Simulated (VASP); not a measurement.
Set up this calculation in VASP 6.6.1, as the native input.

- Task: relaxation of cell and atoms
- Functional: vdW-DF2
- Potentials or basis: VASP PAW PBE potentials, release 64 (Ni, O)
- Cutoff: 600 eV
- k mesh: 11 × 11 × 11
- Occupations: fermi-dirac, width 0.05 eV
- Spin: collinear spin, ferromagnetic start
- Starting moments: [1.0, 0.0] μB
- Further INCAR settings: ALGO = Normal; EDIFF = 1e-06; IBRION = 2; EDIFFG = -0.005; NSW = 60; ISIF = 3

The structure of NiO lies in POSCAR:

```
NiO
1.0
    0.0000000000      2.0859016414      2.0859016414
    2.0859016414      0.0000000000      2.0859016414
    2.0859016414      2.0859016414      0.0000000000
Ni O
1 1
Direct
    0.0000000000      0.0000000000      0.0000000000
    0.5000000000      0.5000000000      0.5000000000
```

These files were run (other wordings do the same):

INCAR

```
  PREC = Accurate
  ENCUT = 600
  EDIFF = 1E-6
  ISMEAR = -1
  SIGMA = 0.05
  LREAL = False
  LASPH = True
  NELM = 150
  ALGO = Normal
  ISIF = 3
  LWAVE = False
  LCHARG = False
  ISPIN = 2
  MAGMOM = 1 0
  LORBIT = 11
  LMAXMIX = 4
  GGA = ML
  LUSE_VDW = True
  AGGAC = 0.0
  ZAB_VDW = -1.8867
  IBRION = 2
  NSW = 60
  EDIFFG = -0.005
```

KPOINTS

```
regular mesh
0
Gamma
  11 11 11
```

Potentials or basis: VASP PAW PBE potentials, release 64 (Ni, O).

Launch:

```bash
$ cat potpaw_PBE.64/Ni/POTCAR potpaw_PBE.64/O/POTCAR > POTCAR
$ mpirun -np 1 vasp_std > vasp.out
```

It gave:

* Relaxed volume: 10.07 Å³/atom
* Relaxed cell: a = 3.054 Å, b = 3.054 Å, c = 3.054 Å, α = 60.00°, β = 60.00°, γ = 60.00°
* Space group after relaxing (to 0.05 Å): Fm-3m (No. 225)
* Energy gained by relaxing: 53.2 meV/atom
* Ionic steps: 3
* Pressure after relaxing: -0.1 GPa
* Band gap on the k mesh: none (metal or under the smearing width)
* Net moment: 1.87 μB per cell
* Site moments: Ni +1.53; O +0.29 μB
* Valence electrons inside the program's atomic spheres: Ni 8.85; O 4.97

Caveat: the PAW data sets were made with another functional, which shifts forces and pressure a little; the volume moved by +11 % from the deposited cell, more than functionals usually miss; a cell with one magnetic atom can't hold antiferromagnetic order, which such compounds often take; semilocal functionals often make such compounds metallic where correlation or magnetic order opens a gap, which also shifts bond lengths.

It took 2 min on 1 thread of Intel(R) Xeon(R) Platinum 8375C CPU @ 2.90GHz (Ice Lake) (shared host), peak memory 0.3 GiB.
